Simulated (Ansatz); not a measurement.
# HC12: the cost of one run

Method: DFT PBE+D3(BJ), scalar-relativistic, plane waves, PAW, in Ansatz 0.2.0.

3 further runs of the same task are left out: 3 set aside as unsound or not needed.

## Step 1: The structure to begin with

It takes space group Pm (No. 6, monoclinic). The conventional cell has a = 4.010 Å, b = 4.931 Å, c = 21.601 Å, α = 90.00°, β = 90.00°, γ = 90.00°. Around C (site symmetry 1) lie 2 C at 1.42 Å. Around C (site symmetry m) lie 3 C at 1.42 Å. C (site symmetry m) has 3 C at 1.41 to 1.42 Å as nearest neighbours. Around C (site symmetry 1) lie 3 C at 1.41 to 1.49 Å. Around C (site symmetry 1) lie 3 C at 1.38 to 1.49 Å. Around C (site symmetry m) lie 2 C at 1.38 Å. Only part of the 10 independent sites is listed.

Coordinates:

```xyz
13
Lattice="4.9312 0.0000 0.0000 0.0000 4.0099 0.0000 0.0000 0.0000 21.6014" Properties=species:S:1:pos:R:3 pbc="T T T"
C     1.2328    1.5145    4.0000
C     3.6984    1.5145    4.0000
C     0.0000    1.8930    4.6020
C     2.4656    1.8930    4.6020
C     0.0000    2.6503    5.8068
C     2.4656    2.6503    5.8068
C     1.2328    3.0089    6.3993
C     3.6984    3.0089    6.3993
C     1.2328    3.7745    7.6744
C     3.6984    3.7745    7.6744
C     0.0000    0.0940    8.2014
C     2.4656    0.0940    8.2014
H     0.0000    0.0940   10.7014
```

This is the geometry of the first run shown, built on a cell relaxed beforehand with the same method.

## Step 2: Plan of the line

Atoms count from 1 in the order of the input.

H is moved over the surface cell at a fixed height above a rigid substrate; the origin of the map has the adsorbate above C11; the height is held at 2.50 Å.

- position of H13 along the first surface vector, from above C11: 6 values from 0.000 to 0.833, periodic
- position of H13 along the second surface vector, from above C11: 6 values from 0.000 to 0.833, periodic

Nothing else is relaxed. Points are written as (first, second).

The two vectors of the plane (Å): (2.466, 0.000, 0.000); (0.000, 4.010, 0.000).

## Step 3: The run at (0/6, 0/6) of the map's two axes

The cell repeats along c, and a dipole correction in the vacuum removes the field between the copies.

File input.yaml:

```yaml
crystal:
  lattice:
    - [4.9311586502, 0.0, 0.0]
    - [0.0, 4.0098697767, 0.0]
    - [0.0, 0.0, 21.6014232414]
  atoms:
    - { symbol: C, position: [0.25, 0.3776970832, 0.185172984] }
    - { symbol: C, position: [0.75, 0.3776970832, 0.185172984] }
    - { symbol: C, position: [0.0, 0.4720802753, 0.213042646] }
    - { symbol: C, position: [0.5, 0.4720802753, 0.213042646] }
    - { symbol: C, position: [0.0, 0.6609562027, 0.2688143161] }
    - { symbol: C, position: [0.5, 0.6609562027, 0.2688143161] }
    - { symbol: C, position: [0.25, 0.7503681903, 0.2962457608] }
    - { symbol: C, position: [0.75, 0.7503681903, 0.2962457608] }
    - { symbol: C, position: [0.25, 0.9412921293, 0.3552728042] }
    - { symbol: C, position: [0.75, 0.9412921293, 0.3552728042] }
    - { symbol: C, position: [0.0, 0.0234303656, 0.3796705036] }
    - { symbol: C, position: [0.5, 0.0234303656, 0.3796705036] }
    - { symbol: H, position: [0.0, 0.0234303656, 0.4954036186], spin: 1.0 }
basis:
  ecutwfc: 420
kpoints:
  mp_grid: { grid: [6, 7, 1] }
hamiltonian:
  xc: pbe
  pseudopotentials: { kind: paw, azcp: { folder: soft_1 } }
  dispersion: d3bj
scf:
  occupations: { method: gaussian, width: 0.05 }
output:
  forces: true
  eigenvalues: true
  populations: true
magnetization:
  spin_polarized: true
efield:
  axis: 3
  dipole_correction: true
  ramp_width: 0.04
```

Command:

```
$ ansatz run input.yaml --threads 2 --pin off --max-ram 6144MiB --backend cpu --events-out ev --progress --plain --runs-dir out
```

What time and memory should one allow on 2 threads of Arm Neoverse V2, shared host?

About 51 s, with a peak of 0.8 GiB.
